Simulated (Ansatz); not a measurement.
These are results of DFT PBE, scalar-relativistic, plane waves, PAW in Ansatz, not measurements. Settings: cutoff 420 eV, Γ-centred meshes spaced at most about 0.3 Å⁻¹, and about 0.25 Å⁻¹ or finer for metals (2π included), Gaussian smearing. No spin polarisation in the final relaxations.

Temperature and zero-point effects are left out. Lower structures may exist.

**Question.** Order these relaxed structures of SiNi2 by energy, lowest first, with the energy over the lowest of them.
A.

```xyz
6
Lattice="3.9119 0.0000 0.0000 -1.9560 3.3878 0.0000 0.0000 0.0000 4.9915" Properties=species:S:1:pos:R:3 pbc="T T T"
Si    0.0000    2.2586    3.7436
Si    1.9560    1.1293    1.2479
Ni    0.0000    0.0000    0.0000
Ni    0.0000    0.0000    2.4957
Ni    0.0000    2.2586    1.2479
Ni    1.9560    1.1293    3.7436
```

B.

```xyz
3
Lattice="2.5773 0.0000 0.0000 0.0000 2.5773 0.0000 0.0000 0.0000 5.4679" Properties=species:S:1:pos:R:3 pbc="T T T"
Si    0.0000    0.0000    2.0829
Ni    0.0000    0.0000    5.3499
Ni    1.2886    1.2886    3.5739
```

C.

```xyz
3
Lattice="0.0000 2.6592 2.6592 2.6592 0.0000 2.6592 2.6592 2.6592 0.0000" Properties=species:S:1:pos:R:3 pbc="T T T"
Si    2.6592    2.6592    2.6592
Ni    3.9888    3.9888    3.9888
Ni    1.3296    1.3296    1.3296
```

**Answer.** A (0 meV/atom), C (98 meV/atom), B (379 meV/atom). Forms: A Ni2In type, P6_3/mmc; C fluorite type, Fm-3m; B P4mm. Counting Si atoms around Ni (those within 1.25 times the shortest such distance or 1.15 times the sum of covalent radii; a plus sign parts nearer from farther groups; a slash parts the counts of unlike sites): A has Ni 3+2/6; C has Ni 4; B has Ni 1/4.

The P6_3/mmc cell at 11.0 Å³/atom was relaxed from a cell as deposited in COD. Trial moments died out on the coarse mesh in P6_3/mmc, Fm-3m and P4mm; another magnetic start might hold. With atoms moved at random, P6_3/mmc came back. Other cells relaxed within their symmetry can be saddle points. Some candidate types were left out of the draw beforehand, so a known form may be missing.
